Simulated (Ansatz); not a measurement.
W:

```
W
1.0
    -1.58234    1.58234    1.58234
     1.58234   -1.58234    1.58234
     1.58234    1.58234   -1.58234
W
1
Cartesian
  0.0000 0.0000 0.0000
```

| Item | Value |
| --- | --- |
| Program | Ansatz 0.2.0 |
| Task | relaxation of cell and atoms |
| Functional | PBE |
| Potentials or basis | all-electron LAPW, scalar-relativistic |
| Basis error allowed | 0.001 eV/atom |
| k mesh | 12 × 12 × 12 |
| Occupations | fermi-dirac, width 0.05 eV |
| Spin | no spin polarisation |

At the start: volume 15.85 Å³/atom.

Q: How do energy, volume and symmetry change on relaxing?

A: Over 4 steps the energy falls by 5.5 meV/atom and the volume is 16.15 Å³/atom (+1.9 %); space group Im-3m (No. 229, to 0.05 Å).

The path:
```tsv
step	energy change (eV)	largest force (eV/Å)	volume (Å³)
1	0.0000	0.0000	15.85
2	-0.0055	0.0000	16.17
3	-0.0055	0.0000	16.15
4	-0.0055	0.0000	16.15
```

Final structure:
```
CELL_PARAMETERS angstrom
-1.59242 1.59242 1.59242
1.59242 -1.59242 1.59242
1.59242 1.59242 -1.59242
ATOMIC_POSITIONS crystal
W 0.00000 0.00000 0.00000
```
